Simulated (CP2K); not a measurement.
The system is Te.

```
Te
1.0
     4.45400    0.00000    0.00000
    -2.22700    3.85728    0.00000
     0.00000    0.00000    5.92400
Te
3
Direct
  0.73100 0.73100 0.00000
  0.00000 0.26900 0.66667
  0.26900 0.00000 0.33333
```

- Program: CP2K 2026.2
- Task: single point
- Functional: PBE
- Potentials or basis: POTENTIAL_UZH Te GTH-PBE-q6; TZVP-MOLOPT-PBE-GTH basis
- Density cutoff: 6123 eV
- k mesh: 7 × 7 × 5
- Occupations: fermi-dirac, width 0.05 eV
- Spin: no spin polarisation

On this cell: pressure 2.2 GPa; largest force 0.354 eV/Å; band gap on the k mesh 0.62 eV, indirect (least direct gap 0.79 eV).

The same run follows on a disturbed copy (atoms moved at random, drawn with an rms of 0.05 Å):

```xyz
3
Lattice="4.4540 0.0000 0.0000 -2.2270 3.8573 0.0000 0.0000 0.0000 5.9240" Properties=species:S:1:pos:R:3 pbc="T T T"
Te    1.6178    2.8015   -0.0059
Te   -0.5910    1.0740    3.9915
Te    1.1950    0.0424    1.9730
```

Q: What does the disturbed cell give?

A: The energy moves by -2.2 meV/atom; pressure 1.9 GPa; largest force 0.350 eV/Å; band gap on the k mesh 0.48 eV, indirect (least direct gap 0.71 eV).

Forces in eV/Å, atoms in the order of the input:
```
Te  -0.124 -0.157  0.137
Te  -0.169  0.228 -0.204
Te   0.293 -0.072  0.066
```

Stress tensor (GPa, compression positive):
```
 1.67 -0.09 -0.05
-0.09  1.66 -0.15
-0.05 -0.15  2.24
```

Caveats: spin-orbit coupling is left out, which moves the levels of the heavy elements; an odd mesh through Γ misses points on the zone boundary, where band edges often lie; the basis of atomic orbitals isn't converged, which shifts pressures, moduli and gaps.
